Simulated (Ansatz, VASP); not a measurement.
# Pd in VASP and in Ansatz

INCAR

```
PREC = Accurate
ENCUT = 520
EDIFF = 1E-6
ISMEAR = -1
SIGMA = 0.05
LREAL = F
LASPH = T
NELM = 100
ALGO = Normal
ISIF = 2
LWAVE = F
LCHARG = F
GGA = PE
NBANDS = 11
```

The input KPOINTS:

```
Automatic mesh
0
Gamma
  12 12 12
```

Contents of POSCAR:

```
Pd
1.0
    0.0000000000      1.9465000000      1.9075700000
    1.9465000000      0.0000000000      1.9075700000
    1.9465000000      1.9465000000      0.0000000000
Pd
1
Direct
    0.0000000000      0.0000000000      0.0000000000
```

File input.yaml:

```yaml
crystal:
  lattice:
    - [0.0, 1.9465, 1.90757]
    - [1.9465, 0.0, 1.90757]
    - [1.9465, 1.9465, 0.0]
  atoms:
    - { symbol: Pd, position: [0.0, 0.0, 0.0] }
kpoints:
  mp_grid: { grid: [12, 12, 12] }
scf:
  occupations: { method: fermi_dirac, width: 0.05 }
hamiltonian:
  xc: pbe
  pseudopotentials: { kind: all_electron, lapw: { basis_error: 0.001 } }
output:
  forces: true
  stress: true
  eigenvalues: true
```

Change from the starting cell: strain = -0.02.

Alike in both runs: task single point; functional PBE; k mesh 12 × 12 × 12; occupations fermi-dirac, width 0.05 eV; no spin polarisation.

|  | VASP | Ansatz |
| --- | --- | --- |
| version | VASP 6.6.1 | Ansatz 0.2.0 |
| potentials or method | VASP PAW PBE potentials, release 64 (Pd) | all-electron LAPW, scalar-relativistic |
| plane-wave cutoff (eV) | 520 | see its input |

VASP gave:

- gap on the k mesh at the Fermi level (eV): none
- pressure (GPa): 11.0
- largest component of the traceless stress (GPa): 0.75

Question: What did Ansatz give for the same quantities?

Answer: gap on the k mesh at the Fermi level (eV): none; pressure (GPa): 11.2; largest component of the traceless stress (GPa): 0.76.

A gap of «none» marks a metal or a gap that the smearing closes. Ansatz ran all-electron here, so the differences hold the error of VASP's frozen core and of both bases.
